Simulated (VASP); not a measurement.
# BN (F-43m) in VASP: further runs

One crystal, BN, is run at these levels: LDA; tasks: single point.

All numbers are computed with VASP 6.6.1; they aren't measurements. Logs are shortened: lines on timing, memory, paths and dates and some standing lists are left out, and cuts for length are marked.

### 1 The undisturbed crystal

The structure is cubic, space group F-43m (No. 216). Conventional cell: a = 3.626 Å, b = 3.626 Å, c = 3.626 Å, α = 90.00°, β = 90.00°, γ = 90.00°. N (site symmetry -43m) has 4 B at 1.57 Å as nearest neighbours. B (site symmetry -43m) has 4 N at 1.57 Å as nearest neighbours.

The cell is a database's computed one.

### 2 Single point, LDA (grid = ENCUT=350 dk=0.45 cell=3x3x2 ISMEAR=0 SIGMA=0.02 LREAL=Auto EDIFF=1e-06)

INCAR

```
SYSTEM = BN
PREC = Accurate ; ENCUT = 350
EDIFF = 1E-6 ; ISMEAR = 0
SIGMA = 0.02 ; LREAL = Auto
LASPH = .True. ; NELM = 120
ALGO = Fast ; ISIF = 2
LWAVE = .False. ; LCHARG = .False.
GGA = CA ; NBANDS = 84
NCORE = 1 ; KPAR = 2
```

KPOINTS

```
regular mesh
0
Gamma
  3 3 4
  0 0 0
```

POSCAR

```
BN
1.0
    0.0000000000      5.4390030000      5.4390030000
    5.4390030000      0.0000000000      5.4390030000
    3.6260020000      3.6260020000      0.0000000000
N B
18 18
Direct
    0.0833333333      0.0833333333      0.1250000000
    0.0833333333      0.0833333333      0.6250000000
    0.0833333333      0.4166666667      0.1250000000
    0.0833333333      0.4166666667      0.6250000000
    0.0833333333      0.7500000000      0.1250000000
    0.0833333333      0.7500000000      0.6250000000
    0.4166666667      0.0833333333      0.1250000000
    0.4166666667      0.0833333333      0.6250000000
    0.4166666667      0.4166666667      0.1250000000
    0.4166666667      0.4166666667      0.6250000000
    0.4166666667      0.7500000000      0.1250000000
    0.4166666667      0.7500000000      0.6250000000
    0.7500000000      0.0833333333      0.1250000000
    0.7500000000      0.0833333333      0.6250000000
    0.7500000000      0.4166666667      0.1250000000
    0.7500000000      0.4166666667      0.6250000000
    0.7500000000      0.7500000000      0.1250000000
    0.7500000000      0.7500000000      0.6250000000
    0.0000000000      0.0000000000      0.0000000000
    0.0000000000      0.0000000000      0.5000000000
    0.0000000000      0.3333333333      0.0000000000
    0.0000000000      0.3333333333      0.5000000000
    0.0000000000      0.6666666667      0.0000000000
    0.0000000000      0.6666666667      0.5000000000
    0.3333333333      0.0000000000      0.0000000000
    0.3333333333      0.0000000000      0.5000000000
    0.3333333333      0.3333333333      0.0000000000
    0.3333333333      0.3333333333      0.5000000000
    0.3333333333      0.6666666667      0.0000000000
    0.3333333333      0.6666666667      0.5000000000
    0.6666666667      0.0000000000      0.0000000000
    0.6666666667      0.0000000000      0.5000000000
    0.6666666667      0.3333333333      0.0000000000
    0.6666666667      0.3333333333      0.5000000000
    0.6666666667      0.6666666667      0.0000000000
    0.6666666667      0.6666666667      0.5000000000
```

Potentials or basis: VASP PAW LDA potentials, release 64 (N, B).

The run is started by

```console
$ cat potpaw_LDA.64/N/POTCAR potpaw_LDA.64/B/POTCAR > POTCAR
$ mpirun -np 4 vasp_std > vasp.out
```

OUTCAR:

```text
SYSTEM = BN
   PREC = Accurate
   ENCUT = 350
   EDIFF = 1E-6
   ISMEAR = 0
   LREAL = Auto
   LASPH = .True.
   NELM = 120
   ISIF = 2
   GGA = CA

 Found     14 irreducible k-points:

 Following reciprocal coordinates:
            Coordinates               Weight
  0.000000  0.000000  0.000000      1.000000
  0.333333  0.000000  0.000000      4.000000
  0.333333  0.333333  0.000000      2.000000
 -0.333333  0.333333  0.000000      2.000000
  0.000000  0.000000  0.250000      2.000000
  0.333333  0.000000  0.250000      4.000000
   k-points           NKPTS =     14   k-points in BZ     NKDIM =     14   number of bands    NBANDS=     84
   number of dos      NEDOS =    301   number of ions     NIONS =     36
   total plane-waves  NPLWV =  73728
   dimension x,y,z NGX =    48 NGY =   48 NGZ =   32
   dimension x,y,z NGXF=    96 NGYF=   96 NGZF=   64
   ions per type =              18  18
   NGX,Y,Z   is equivalent  to a cutoff of  10.37, 10.37, 10.37 a.u.
   NGXF,Y,Z  is equivalent  to a cutoff of  20.75, 20.75, 20.75 a.u.
 SYSTEM =  BN
   PREC   = accura    normal or accurate (medium, high low for compatibility)
   ISTART =      0    job   : 0-new  1-cont  2-samecut
   ICHARG =      2    charge: 1-file 2-atom 10-const
   ISPIN  =      1    spin polarized calculation?
   LNONCOLLINEAR =      F non collinear calculations
   LSORBIT =      F    spin-orbit coupling
   LASPH  =      T    aspherical Exc in radial PAW
   ENCUT  =  350.0 eV  25.72 Ry    5.07 a.u.  11.73 11.73  7.82*2*pi/ulx,y,z
   NELM   =    120;   NELMIN=  2; NELMDL= -5     # of ELM steps
   EDIFF  = 0.1E-05   stopping-criterion for ELM
   LREAL  =      T    real-space projection
   EDIFFG = 0.1E-04   stopping-criterion for IOM
   NSW    =      0    number of steps for IOM
   IBRION =     -1    ionic relax: 0-MD 1-quasi-New 2-CG
   NFREE  =      0    steps in history (QN), initial steepest desc. (CG)
   ISIF   =      2    stress and relaxation
   ISYM   =      2    0-nonsym 1-usesym 2-fastsym
   POTIM  = 0.5000    time-step for ionic-motion
   TEBEG  =    0.0;   TEEND  =   0.0 temperature during run
   PSTRESS=    0.0 pullay stress
   NELECT =     144.0000    total number of electrons
   NUPDOWN=      -1.0000    fix difference up-down
   EMIN   =  10.00;   EMAX   =-10.00  energy-range for DOS
   EFERMI =   0.00;   METHOD = LEGACY
   ISMEAR =     0;   SIGMA  =   0.02  broadening in eV -4-tet -1-fermi 0-gaus
   EFERMI_NEDOS =   21; number of points for ismear=-14 and -15
   IALGO  =     68    algorithm
   IMIX   =      4    mixing-type and parameters
     AMIX     =   0.40;   BMIX     =  1.00
     AMIX_MAG =   1.60;   BMIX_MAG =  1.00
  volume/ion in A,a.u.               =       5.96        40.22
  Fermi-wavevector in a.u.,A,eV,Ry     =   1.433387  2.708709 27.954506  2.054598
  Thomas-Fermi vector in A             =   2.552911
   LORBIT       =      0    0 simple, 1 ext, 2 COOP (PROOUT), +10 PAW based schemes
   GGA     = CA    functional components
   LHFCALC =     F    Hartree Fock is set to
   AEXX    =    0.0000 exact exchange contribution
   IVDW    =     0    specifies the selected vdW correction
   LEPSILON=     F    determine dielectric tensor
   LRPA    =     F    only Hartree local field effects (RPA)
 non-spin polarized calculation
 RMM-DIIS sequential band-by-band and
 Gauss-broadening in eV      SIGMA  =   0.02
  energy-cutoff  :      350.00
  volume of cell :      214.53
 maximum number of plane-waves:      3215
   NGX = 23   NGY = 23   NGZ = 15

 number of electron     144.0000009 magnetization

 Free energy of the ion-electron system (eV)
  ---------------------------------------------------
  ext. energy  EPLUGINS =         0.00000000
  ---------------------------------------------------
  free energy    TOTEN  =      -348.85266141 eV

  energy without entropy =     -348.85266141  energy(sigma->0) =     -348.85266141

 E-fermi :   7.4261     XC(G=0): -13.0625

 val. band max:        7.2872077814   @ k =   0.0000   0.0000   0.0000
 cond. band min:      11.7565179184   @ k =   0.3333   0.3333   0.0000
 fundamental gap:      4.4693101369
 Fermi energy:         7.4260589945

 k-point     1 :       0.0000    0.0000    0.0000
  band No.  band energies     occupation
      1     -12.7092      2.00000
      2     -10.1820      2.00000
      3     -10.1820      2.00000
      4     -10.1820      2.00000
      5     -10.1820      2.00000
      6      -9.3652      2.00000
[... 76 lines left out ...]
     83      15.9328      0.00000
     84      16.7176      0.00000

 k-point     2 :       0.3333    0.0000    0.0000
  band No.  band energies     occupation
      1     -12.4114      2.00000
      2     -11.5376      2.00000
      3     -10.4291      2.00000
      4     -10.1460      2.00000
      5      -9.4440      2.00000
      6      -8.8769      2.00000
[... 76 lines left out ...]
     83      16.3013      0.00000
     84      16.4348      0.00000

 k-point     3 :       0.3333    0.3333    0.0000
  band No.  band energies     occupation
      1     -12.3125      2.00000
      2     -11.1516      2.00000
      3     -10.8802      2.00000
      4     -10.8802      2.00000
      5      -9.0390      2.00000
      6      -8.9600      2.00000
[... 76 lines left out ...]
     83      15.6234      0.00000
     84      16.5744      0.00000

 k-point     4 :      -0.3333    0.3333    0.0000
  band No.  band energies     occupation
      1     -11.9214      2.00000
      2     -11.6309      2.00000
      3     -11.6309      2.00000
      4      -9.7319      2.00000
      5      -8.7873      2.00000
      6      -8.7873      2.00000
[... 76 lines left out ...]
     83      16.6732      0.00000
     84      16.6826      0.00000

 k-point     5 :       0.0000    0.0000    0.2500
  band No.  band energies     occupation
      1     -12.3328      2.00000
      2     -10.4227      2.00000
      3     -10.4227      2.00000
      4     -10.2104      2.00000
      5      -9.9589      2.00000
      6      -9.6096      2.00000
[... 76 lines left out ...]
     83      16.0615      0.00000
     84      16.3016      0.00000

 k-point     6 :       0.3333    0.0000    0.2500
  band No.  band energies     occupation
      1     -12.2586      2.00000
      2     -10.8982      2.00000
      3     -10.7608      2.00000
      4     -10.1271      2.00000
      5      -9.6601      2.00000
      6      -9.1331      2.00000
[... 76 lines left out ...]
     83      16.4779      0.00000
     84      16.5778      0.00000

 [... further k-points ...]

------------------------ aborting loop because EDIFF is reached ----------------------------------------

  FORCE on cell =-STRESS in cart. coord.  units (eV):
  Direction    XX          YY          ZZ          XY          YZ          ZX
  --------------------------------------------------------------------------------------
  -------------------------------------------------------------------------------------
  Total      -40.8406903    -40.8406903    -40.8765273      0.0448170     -0.0218107     -0.0218107
  in kB     -305.0050462   -305.0050462   -305.2726829      0.3347006     -0.1628862     -0.1628861
  external PRESSURE =    -305.0942585 kB  Pullay stress =       0.0000000 kB

 VOLUME and BASIS-vectors are now :
 -----------------------------------------------------------------------------
  energy-cutoff  :      350.00
  volume of cell :      214.53
      direct lattice vectors                 reciprocal lattice vectors
     0.000000000  5.439003000  5.439003000    -0.091928613  0.091928613  0.091928613
     5.439003000  0.000000000  5.439003000     0.091928613 -0.091928613  0.091928613
     3.626002000  3.626002000  0.000000000     0.137892919  0.137892919 -0.137892919

 POSITION                                       TOTAL-FORCE (eV/Angst)
 -----------------------------------------------------------------------------------
      0.90650      0.90650      0.90650         0.000227      0.000227      0.000221
      2.71950      2.71950      0.90650         0.000227      0.000227      0.000221
      2.71950      0.90650      2.71950         0.000227      0.000227      0.000221
      4.53250      2.71950      2.71950         0.000227      0.000227      0.000221
      4.53250      0.90650      4.53250         0.000227      0.000227      0.000221
      6.34550      2.71950      4.53250         0.000227      0.000227      0.000221
[... 28 lines left out ...]
      3.62600      3.62600      7.25200        -0.000227     -0.000227     -0.000221
      5.43900      5.43900      7.25200        -0.000227     -0.000227     -0.000221
 -----------------------------------------------------------------------------------
    total drift:                                0.000162      0.000162      0.000131

  FREE ENERGIE OF THE ION-ELECTRON SYSTEM (eV)
  ---------------------------------------------------
  free  energy   TOTEN  =      -348.8526614106 eV

  energy  without entropy=     -348.8526614106  energy(sigma->0) =     -348.85266141
```

Wall time 81 s (4 MPI ranks of Intel Xeon Platinum 8488C (Sapphire Rapids), shared host); peak memory 0.2 GiB.

The run converged, but a check on its numbers failed (symmetry, net force, bounds or a known fault of this set-up), so they aren't taken as properties of the crystal.

Caveat: the cutoff lies under the usual one of these potentials, so the numbers hold a large basis-set error; a pressure of tens of GPa on the cell as given is suspect, and the run, the potentials or the cell itself is likely at fault; an odd mesh through Γ misses points on the zone boundary, where band edges often lie.

### 3 Single point, LDA (grid = ENCUT=400 dk=0.45 cell=3x3x2 ISMEAR=0 SIGMA=0.05 LREAL=Auto EDIFF=1e-06)

INCAR

```
SYSTEM = BN
PREC = Accurate ; ENCUT = 400
EDIFF = 1E-6 ; ISMEAR = 0
SIGMA = 0.05 ; LREAL = Auto
LASPH = .True. ; NELM = 120
ALGO = Fast ; ISIF = 2
LWAVE = .False. ; LCHARG = .False.
GGA = CA ; NBANDS = 84
NCORE = 1 ; KPAR = 2
```

KPOINTS is that of step 2.

POSCAR is that of step 2.

Potentials or basis: VASP PAW LDA potentials, release 64 (N, B).

The run is started by

```console
$ cat potpaw_LDA.64/N/POTCAR potpaw_LDA.64/B/POTCAR > POTCAR
$ mpirun -np 4 vasp_std > vasp.out
```

Run time: 87 s. Hardware: 4 MPI ranks of Intel Xeon Platinum 8488C (Sapphire Rapids), shared host; peak memory 0.22 GiB.

These settings aren't checked as converged: the numbers below hold their error.

Results:

```yaml
Free_energy: -349.1621 eV
Band_gap_on_the_k_mesh: 4.45 eV
```

Caveat: the cutoff is under 1.25 times the usual one of these potentials, so pressure, stress and relaxed cells hold a basis-set (Pulay) error; an odd mesh through Γ misses points on the zone boundary, where band edges often lie.

### 4 Single point, LDA (grid = ENCUT=600 dk=0.45 cell=3x3x2 ISMEAR=0 SIGMA=0.05 LREAL=Auto EDIFF=1e-06)

Changes to INCAR since step 3:

```diff
@@ -1,3 +1,3 @@
 SYSTEM = BN
-PREC = Accurate ; ENCUT = 400
+PREC = Accurate ; ENCUT = 600
 EDIFF = 1E-6 ; ISMEAR = 0
```

KPOINTS is that of step 3.

POSCAR is that of step 3.

The run is started by

```console
$ cat potpaw_LDA.64/N/POTCAR potpaw_LDA.64/B/POTCAR > POTCAR
$ mpirun -np 4 vasp_std > vasp.out
```

Run time: 2.1 min. Hardware: 4 MPI ranks of Intel Xeon Platinum 8488C (Sapphire Rapids), shared host; peak memory 0.32 GiB.

These settings aren't checked as converged: the numbers below hold their error.

Results:

```yaml
Free_energy: -349.1895 eV
Pressure: -13.7 GPa
Band_gap_on_the_k_mesh: 4.49 eV
```

Caveat: an odd mesh through Γ misses points on the zone boundary, where band edges often lie.

### 5 The reference run

An earlier run on the cell as given: functional PBEsol; potentials or basis VASP PAW PBE potentials, release 64 (N, B); cutoff 520 eV; k mesh 13 × 13 × 13; occupations fermi-dirac, width 0.05 eV; no spin polarisation.

- Pressure: -5.7 GPa
- Band gap on the k mesh: 4.34 eV, indirect (least direct gap 8.72 eV)
